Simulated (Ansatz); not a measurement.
**Ga₂Se: from a trial structure to a relaxed crystal**

These are results of DFT PBE, scalar-relativistic, plane waves, PAW in Ansatz, not measurements. Cutoff 420 eV, Γ-centred k mesh, Gaussian smearing, no spin polarisation in the final step.

The start puts Ga₂Se on the anti-cadmium chloride structure type (R-3m, No. 166), with Se in place of Cd, Ga in place of Cl, at a guessed volume.

```
CELL_PARAMETERS angstrom
1.82302 1.05252 5.50597
-1.82302 1.05252 5.50597
0.00000 -2.10504 5.50597
ATOMIC_POSITIONS crystal
Ga 0.75000 0.75000 0.75000
Ga 0.25000 0.25000 0.25000
Se 0.00000 0.00000 0.00000
```

Cell and atoms relax at zero pressure; the relaxation can't lower the symmetry of the start. After a coarse first stage the cell is made exact in the group found at 0.06 Å.

The zero of energy is the elements' standard structures at the same level; no fitted shifts are applied.

Problem. Describe the relaxed structure.

Solution. It keeps R-3m (No. 166). The result has the cadmium chloride structure. Conventional cell: a = 3.783 Å, c = 16.247 Å. Ga is coordinated by 3 Se at 2.77 Å and 3 Ga at 2.96 Å; around Se lie 6 Ga at 2.77 Å.

Space group R-3m:H (No. 166). a = 3.783 Å, b = 3.783 Å, c = 16.247 Å, α = 90.00°, β = 90.00°, γ = 120.00°
| atom | site | symmetry | x | y | z |
| --- | --- | --- | --- | --- | --- |
| Ga | 6c | 3m | 0.0000 | 0.0000 | 0.7717 |
| Se | 3a | -3m | 0.0000 | 0.0000 | 0.0000 |

Problem. What are its volume, energy, density and gap?

Solution. The volume per atom is 22.37 Å³ and the density is 5.40 g/cm³. The energy over the elements is -0.20 eV/atom and the gap on the 12×12×12 mesh is 0 eV (a metal).

The final run used a 12×12×12 mesh on its 3-atom cell and 0.10 eV smearing. The k mesh leaves about 4 meV/atom of noise in metals. Symmetry constrained the relaxation, so the result can be a saddle point.

Cost: 3 runs of about 2.1 core-minutes in all, on Arm Neoverse V1 (shared hosts).